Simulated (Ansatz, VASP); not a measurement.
## Two plane-wave programs on W

```
W
1.0
     3.09347    0.00000    0.00000
     0.00000    3.09347    0.00000
     0.00000    0.00000   25.77795
W
4
Direct
  0.00000 0.00000 0.56655
  0.50000 0.50000 0.62684
  0.00000 0.00000 0.69078
  0.50000 0.50000 0.74672
```

Alike in both runs: task single point; functional PBEsol; k mesh 12 × 12 × 1; occupations methfessel-paxton of order 1, width 0.1 eV; no spin polarisation.

|  | VASP | Ansatz |
| --- | --- | --- |
| version | VASP 6.6.1 | Ansatz 0.2.0 |
| potentials or method | VASP PAW PBE potentials, release 64 (W_sv) | scalar-relativistic, plane waves, PAW |
| plane-wave cutoff (eV) | 520 | 420 |
| valence electrons in the cell | 56 | 56 |

|  | VASP | Ansatz | Ansatz less VASP |
| --- | --- | --- | --- |
| gap on the k mesh at the Fermi level (eV) | none | none | - |
| rms of the force components (eV/Å) | 0.608 | 0.614 | +0.0056 |

Atom by atom the forces differ by 0.022 eV/Å (rms over components). A gap of «none» marks a metal or a gap that the smearing closes. The functional is the same, so the differences come from potentials, cutoffs and numerics. Ansatz warned: «pseudo_functional_mismatch».

Caveats: the PAW data sets were made with another functional, which shifts forces and pressure a little (VASP). The runs have no spin-orbit coupling, so splittings on W are missing.
